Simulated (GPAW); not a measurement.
Runs of GPAW 26.7.0 on Ni. Symmetry: Fm-3m, No. 225, cubic system. Conventional cell: a = 3.475 Å, b = 3.475 Å, c = 3.475 Å, α = 90.00°, β = 90.00°, γ = 90.00°. Ni (site symmetry m-3m) has 12 Ni at 2.46 Å as nearest neighbours. 

```csv
task,level,potentials or basis,cell,smearing,band path,band points,optimizer,fmax,max steps,gap on the mesh (eV),pressure (GPa),moment (μB),relaxed volume (Å³/atom)
band structure,revPBE,"the program's PAW data sets (release 1.2.1) made for this functional, pw",as given,fermi-dirac 0.05 eV,"GXWKGLUWLK,UX",80,-,-,-,-,(b),0.63,-
single point,RPBE,"the program's PAW data sets (release 1.2.1) made for this functional, pw",as given,gaussian 0.02 eV,-,-,-,-,-,none,17.0,0.64,-
relaxation of cell and atoms,revPBE+D3(BJ),"the program's PAW data sets (release 1.2.1) made for this functional, pw",relaxed,fermi-dirac 0.05 eV,-,-,FIRE,0.05 eV/Å,100,none,0.7,0.63,-
relaxation of cell and atoms,revPBE,"the program's PAW data sets (release 1.2.1) made for this functional, pw",relaxed,fermi-dirac 0.05 eV,-,-,FIRE,0.02 eV/Å,40,none,-0.2,0.64,(c)
single point,RPBE,"the program's PAW data sets (release 1.2.1) made for this functional, pw",as given,gaussian 0.05 eV,-,-,-,-,-,none,17.0,0.64,-
relaxation of cell and atoms,revPBE+D4,"the program's PAW data sets (release 1.2.1) made for this functional, pw",relaxed,fermi-dirac 0.05 eV,-,-,LBFGS,0.02 eV/Å,40,none,0.0,0.64,(a)
relaxation of cell and atoms,RPBE+D4,"the program's PAW data sets (release 1.2.1) made for this functional, pw",relaxed,fermi-dirac 0.05 eV,-,-,LBFGS,0.01 eV/Å,100,none,0.0,0.64,10.65
relaxation of cell and atoms,BLYP+D4,"PAW data sets generated in the run's folder for this functional, pw",relaxed,fermi-dirac 0.05 eV,-,-,BFGS,0.01 eV/Å,60,none,0.1,0.62,10.75
relaxation of cell and atoms,BLYP+D3(BJ),"PAW data sets generated in the run's folder for this functional, pw",relaxed,fermi-dirac 0.05 eV,-,-,LBFGS,0.02 eV/Å,60,none,0.0,0.62,10.59
single point,LDA,"the program's PAW data sets (release 1.2.1) made for this functional, pw",as given,gaussian 0.02 eV,-,-,-,-,-,none,-8.4,0.62,-
band structure,BLYP,"PAW data sets generated in the run's folder for this functional, pw",as given,fermi-dirac 0.05 eV,"GXWKGLUWLK,UX",100,-,-,-,-,19.4,0.62,-
relaxation of cell and atoms,BLYP,"PAW data sets generated in the run's folder for this functional, pw",relaxed to -1 GPa,fermi-dirac 0.05 eV,-,-,BFGS,0.05 eV/Å,100,none,-1.0,0.63,-
```

Alike in all rows: spin collinear, ferromagnetic start; k mesh 13 × 13 × 13; cutoff (eV) 600.

**Question.** Fill in the values left out.

**Answer.** (a) 10.63; (b) 15.3; (c) 11.24.

Caveats: the stock nickel data set gives pressures a few GPa off other programs; each step starts from the last one's moments, so a moment once lost doesn't come back (some runs); later steps reuse the first step's grids (some runs); pairwise dispersion overbinds metals, which lowers pressure and volume (some runs); so large a pressure means that the cell lies far from this level's equilibrium, or that cutoff or potentials fall short (some runs); the relaxation stopped at its first step, so nothing moved (some runs).

A gap of «none» marks a metal or a gap under the smearing width.

Runs at the PBE level aren't shown here.
